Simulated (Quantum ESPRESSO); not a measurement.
**W under changes of volume**

One of the cells (15.848 Å³/atom); the others are scaled copies at fixed shape and fractional positions:

```xyz
1
Lattice="-1.5823 1.5823 1.5823 1.5823 -1.5823 1.5823 1.5823 1.5823 -1.5823" Properties=species:S:1:pos:R:3 pbc="T T T"
W     0.0000    0.0000    0.0000
```

- Program: Quantum ESPRESSO 7.5
- Functional: PBE
- Dispersion: D3(BJ)
- Potentials or basis: PseudoDojo 0.4.1 SR PBE standard
- Cutoff: 1007 eV
- Density cutoff: 4027 eV
- k mesh: 12 × 12 × 12
- Occupations: fermi-dirac, width 0.05 eV
- Spin: no spin polarisation

| volume (Å³/atom) | energy over the lowest point (meV/atom) | pressure (GPa) |
| --- | --- | --- |
| 14.897 | 63.48 | 22.0 |
| 15.214 | ? | ? |
| 15.531 | 7.12 | 6.8 |
| 15.848 | 0.00 | 0.2 |
| 16.165 | 5.37 | -5.8 |
| 16.482 | 22.04 | -11.3 |
| 16.798 | 49.01 | -16.2 |

Q: What does the run at 15.214 Å³/atom give?

A: Energy over the lowest point 27.77 meV/atom; pressure 14.0 GPa.

Worked out: A Birch-Murnaghan fit of order 3 (a polynomial in V^(-2/3)) to the other rows has its minimum at 15.87 Å³/atom with B0 = V·E''(V) = 313 GPa and B' = 3.6. It gives 27.83 meV/atom at 15.214 Å³/atom, against the run's 27.77, and -dE/dV = 14.1 GPa, against 14.0.

Energies are extrapolated to zero smearing.

Caveats: pairwise dispersion overbinds metals, which lowers pressure and volume.
